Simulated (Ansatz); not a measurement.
# GaP: the cost of one run

Code: Ansatz 0.2.0. Linear response, PAW datasets, plane waves. Spin-unpolarised throughout; all numbers are computed.

## Step 1: The system as given

The cell was relaxed beforehand with PBEsol.

The symmetry is F-43m (No. 216, cubic); conventional cell a = 5.439 Å, 20.11 Å³ an atom. Ga has 4 P at 2.35 Å; P has 4 Ga at 2.35 Å.

Structure file:

```
Ga P
1.0
     0.00000    2.71928    2.71928
     2.71928    0.00000    2.71928
     2.71928    2.71928    0.00000
Ga P
1 1
Direct
  0.00000 0.00000 0.00000
  0.25000 0.25000 0.25000
```

## Step 2: Zone-centre modes, PBEsol

Contents of input.yaml:

```yaml
crystal:
  lattice:
    - [0.0, 2.7192837374, 2.7192837374]
    - [2.7192837374, 0.0, 2.7192837374]
    - [2.7192837374, 2.7192837374, 0.0]
  atoms:
    - { symbol: Ga, position: [0.0, 0.0, 0.0] }
    - { symbol: P, position: [0.25, 0.25, 0.25] }
kpoints:
  mp_grid: { grid: [6, 6, 6] }
hamiltonian:
  xc: pbesol
scf:
  occupations: { method: fixed }
phonons:
  method: dfpt
  dielectric: true
  qpoints: [[0, 0, 0]]
  rigid_motions: translations
```

On the command line:

```
$ ansatz run input.yaml --threads 2 --pin off --max-ram 4608MiB --backend cpu --events-out ev --progress --plain --runs-dir out
```

Q: Estimate wall time and peak memory on 2 threads of Arm Neoverse V2, shared host.

About 14 s, with a peak of 0.44 GiB.
